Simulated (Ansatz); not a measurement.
Crystal: MnSi.

```
Mn Si
1.0
     3.07218    0.00000    0.00000
     0.00000    3.07218    0.00000
     0.00000    0.00000    3.07218
Mn Si
1 1
Direct
  0.00000 0.00000 0.00000
  0.50000 0.50000 0.50000
```

The cell was built by a generator and needn't be a form met in nature.

| Item | Value |
| --- | --- |
| Program | Ansatz 0.2.0 |
| Task | relaxation of cell and atoms |
| Functional | PBE0 |
| Potentials or basis | Ansatz PAW |
| Cutoff | 420 eV (not typed: the program's choice for these potentials) |
| k mesh | 5 × 5 × 5 |
| Occupations | fermi-dirac, width 0.05 eV |
| Spin | collinear spin, ferromagnetic start |
| Starting moments | [4.0, 0.0] μB |

At the start: volume 14.50 Å³/atom.

Problem. Where does the relaxation end?

Solution. It ends after 4 steps and the volume is 14.16 Å³/atom (-2.3 %); space group Pm-3m (No. 221, to 0.05 Å); moment 3.43 μB per cell.

The path:
```tsv
step	energy change (eV)	largest force (eV/Å)	volume (Å³)
1	0.0000	0.0000	29.00
2	-0.0059	0.0000	28.39
3	-0.0060	0.0000	28.32
4	-0.0053	0.0000	28.32
```

Final structure:
```
Mn Si
1.0
     3.04816    0.00000    0.00000
     0.00000    3.04816    0.00000
     0.00000    0.00000    3.04816
Mn Si
1 1
Direct
  0.00000 0.00000 0.00000
  0.50000 0.50000 0.50000
```

Caveat: the k mesh is coarse (spacing up to 0.41 Å⁻¹), so the values aren't converged, least of all with exact exchange; the magnetic or orbital state may not be the lowest; the plane-wave basis is chosen anew once the cell has moved, so the energies of steps on either side of that aren't comparable; the PAW data sets come from PBE, with cores solved anew for the run's functional, which leaves a small shift of forces and pressure.
